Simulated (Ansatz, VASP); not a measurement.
**InAs in VASP and in Ansatz**

Contents of INCAR:

```
SYSTEM = InAs
PREC = Accurate
ENCUT = 520
EDIFF = 1E-6
ISMEAR = 0
SIGMA = 0.05
LREAL = .False.
LASPH = .True.
NELM = 100
ALGO = Fast
ISIF = 2
LWAVE = .False.
LCHARG = .False.
GGA = PS
NBANDS = 16
```

The input KPOINTS:

```
regular mesh
0
Gamma
  14 14 14
  0 0 0
```

Contents of POSCAR:

```
InAs
1.0
    0.0000000000      2.8773040000      2.8773040000
    2.8773040000      0.0000000000      2.8773040000
    2.8773040000      2.8773040000      0.0000000000
In As
1 1
Direct
    0.5000000000      0.5000000000      0.5000000000
    0.0000000000      0.0000000000      0.0000000000
```

Input for Ansatz:

```yaml
crystal:
  lattice:
    - [0.0, 2.877304, 2.877304]
    - [2.877304, 0.0, 2.877304]
    - [2.877304, 2.877304, 0.0]
  atoms:
    - { symbol: In, position: [0.5, 0.5, 0.5] }
    - { symbol: As, position: [0.0, 0.0, 0.0] }
basis:
  ecutwfc: 420
  ecutrho_ratio: 4
kpoints:
  mp_grid: { grid: [14, 14, 14] }
hamiltonian:
  xc: pbesol
scf:
  occupations: { method: gaussian, width: 0.05 }
output:
  forces: true
  stress: true
  eigenvalues: true
```

Measurements of this composition are mostly on another form, of space group No. 216.

Alike in both runs: task single point; functional PBEsol; k mesh 14 × 14 × 14; occupations gaussian, width 0.05 eV; no spin polarisation.

```csv
,VASP,Ansatz
version,VASP 6.6.1,Ansatz 0.2.0
potentials or method,"VASP PAW PBE potentials, release 64 (In_d, As)","scalar-relativistic, plane waves, PAW"
plane-wave cutoff (eV),520,420
valence electrons in the cell,18,28
```

```tsv
	VASP	Ansatz	Ansatz less VASP
gap on the k mesh at the Fermi level (eV)	none	none	-
pressure (GPa)	-3.4	-3.4	-0.08
```

A gap of «none» marks a metal or a gap that the smearing closes. The two sets of potentials don't hold the same shells in valence.

Caveats: the PAW data sets were made with another functional, which shifts forces and pressure a little (VASP).
